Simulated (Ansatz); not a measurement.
## La: energy above lowest point and pressure against volume per atom

Equation of state of a cubic crystal from periodic Kohn-Sham density functional theory without spin; pressure corrected for the finite basis. The results are calculated, by Ansatz 0.2.0 development build.

Cell of the first row (space group Im-3m, No. 229):
```
cell vectors (Å)
  -2.0712     2.0712     2.0712
   2.0712    -2.0712     2.0712
   2.0712     2.0712    -2.0712
atoms (fractions of the cell vectors)
La  0.00000  0.00000  0.00000
```

Settings of every row: formula La; structure type bcc; functional PBE; spin treatment none; k mesh 36x36x36; occupation method fermi-dirac; occupation width 0.061225619 eV; wave cutoff 420 eV; datasets soft-1 PAW; density cutoff ratio 4.

Limits: a cubic model structure, not a phase known at ambient conditions.

```
row  volume per atom (Å³)  energy above lowest point (meV/atom)  pressure (GPa)
  1                35.543                                 11.69           1.742
  2                36.299                                  4.98           1.108
  3                37.055                                  1.16            0.52
  4                37.812                                     0          -0.023
  5                38.568                                     ?               ?
  6                39.324                                   4.9          -0.992
  7                 40.08                                 10.62          -1.424
```

Question: what energy above lowest point and pressure should row 5 give?

Worked fit of energy above lowest point. Take u = (V_r/V)^(2/3) − 1 with V_r = 37.433 Å³ an atom, which is twice the finite (Eulerian) strain; such expansions in the strain, on which the Birch-Murnaghan equation of state is built, carry the rest volume and the bulk modulus. The shown rows have u = 0.03514, 0.02072, 0.00679, -0.00669, -0.03232, -0.04453. Least squares give energy above lowest point = 0.257 + 85.62 × u + 6965.2 × u² − 4105 × u³ meV/atom; a parabola predicts inner rows, each left out in turn, worse (root mean square 0.077 against 0.0083 meV/atom). All shown rows lie on it to the printed digit. Its lowest point lies at u = -0.0061, or V = 37.78 Å³ an atom, and the curvature there gives the bulk modulus at fixed shape and fractions, B = (4/9)(1 + u)² E″(u)/V = 26.2 GPa. The withheld row has u = -0.01972, so the fit gives 0.257 + 85.62 × (-0.01972) + 6965.2 × (-0.01972)² − 4105 × (-0.01972)³ = 1.31 meV/atom.

The calculation gave 1.31 meV/atom. The fit meets it to the printed digit.

Worked fit of pressure. Take u = (V_r/V)^(2/3) − 1 with V_r = 37.433 Å³ an atom, which is twice the finite (Eulerian) strain; such expansions in the strain, on which the Birch-Murnaghan equation of state is built, carry the rest volume and the bulk modulus. The shown rows have u = 0.03514, 0.02072, 0.00679, -0.00669, -0.03232, -0.04453. Least squares give pressure = 0.2437 + 40.348 × u + 65.15 × u² GPa; a straight line predicts inner rows, each left out in turn, worse (root mean square 0.041 against 0.00067 GPa). The rows lie off it by 0.000, 0.000, -0.001, 0.000, 0.000, 0.000. The pressure vanishes at u = -0.0061, or V = 37.78 Å³ an atom, and there the bulk modulus at fixed shape and fractions is B = −V dP/dV = (2/3)(1 + u) dP/du = 26.2 GPa. The withheld row has u = -0.01972, so the fit gives 0.2437 + 40.348 × (-0.01972) + 65.15 × (-0.01972)² = -0.527 GPa.

The calculation gave -0.526 GPa. The fit lies 0.001 GPa (0.032 % of the column's range) below it, one unit of the last digit.
